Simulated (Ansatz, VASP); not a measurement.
## Sb in VASP and in Ansatz

The input INCAR:

```
  ALGO = Normal
  EDIFF = 1E-6
  ENCUT = 520
  GGA = PE
  ISIF = 2
  ISMEAR = 0
  LASPH = True
  LCHARG = False
  LREAL = False
  LWAVE = False
  NBANDS = 12
  NELM = 80
  PREC = Accurate
  SIGMA = 0.03
```

File KPOINTS:

```
k-points
0
Gamma
  9 9 5
```

Contents of POSCAR:

```
Sb
1.0
    3.3545324186      0.0000000000      0.0000000000
   -1.6772662093      2.9051102923      0.0000000000
    0.0000000000      0.0000000000      5.4701606500
Sb
2
Direct
    0.6666666667      0.3333333333      0.7500000000
    0.3333333333      0.6666666667      0.2500000000
```

Contents of input.yaml:

```yaml
crystal:
  lattice:
    - [3.3545324186, 0.0, 0.0]
    - [-1.6772662093, 2.9051102923, 0.0]
    - [0.0, 0.0, 5.47016065]
  atoms:
    - { symbol: Sb, position: [0.6666666667, 0.3333333333, 0.75] }
    - { symbol: Sb, position: [0.3333333333, 0.6666666667, 0.25] }
hamiltonian:
  xc: pbe
  pseudopotentials: { kind: paw }
kpoints:
  mp_grid: { grid: [9, 9, 5] }
scf:
  occupations: { method: gaussian, width: 0.03 }
output:
  forces: true
  stress: true
  eigenvalues: true
```

This isn't the form of Sb at room conditions, which is rhombohedral.

Alike in both runs: task single point; functional PBE; k mesh 9 × 9 × 5; occupations gaussian, width 0.03 eV; no spin polarisation.

|  | VASP | Ansatz |
| --- | --- | --- |
| version | VASP 6.6.1 | Ansatz 0.2.0 |
| potentials or method | VASP PAW PBE potentials, release 64 (Sb) | Ansatz PAW |
| plane-wave cutoff (eV) | 520 | 420 |
| valence electrons in the cell | 10 | 30 |

```tsv
	VASP	Ansatz	Ansatz less VASP
gap on the k mesh at the Fermi level (eV)	none	none	-
pressure (GPa)	1.3	1.5	+0.16
largest component of the traceless stress (GPa)	0.32	0.31	-0.018
```

A gap of «none» marks a metal or a gap that the smearing closes. The functional is the same, so the differences come from potentials, cutoffs and numerics. The two sets of potentials don't hold the same shells in valence.

Spin-orbit coupling is left out, which matters for the levels of Sb.
